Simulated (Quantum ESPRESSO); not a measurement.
BP:

```xyz
2
Lattice="0.0000 2.2690 2.2690 2.2690 0.0000 2.2690 2.2690 2.2690 0.0000" Properties=species:S:1:pos:R:3 pbc="T T T"
P     3.4035    3.4035    3.4035
B     0.0000    0.0000    0.0000
```

Base run:

- Program: Quantum ESPRESSO 7.5
- Functional: PBE
- Potentials or basis: SG15 PBE 1.2
- Cutoff: 952 eV
- Density cutoff: 3810 eV
- k mesh: 6 × 6 × 6
- Occupations: fermi-dirac, width 0.05 eV
- Spin: no spin polarisation

Its results: band gap on the k mesh 1.37 eV, indirect (least direct gap 3.42 eV); pressure 0.5 GPa.

The run is repeated on the same cell with these changes: k mesh from 6 × 6 × 6 to 8 × 8 × 8. What comes out?

Band gap on the k mesh 1.30 eV, indirect (least direct gap 3.43 eV); pressure 0.4 GPa.

A k mesh can miss the band edges.

Not every run made on this cell is shown here.
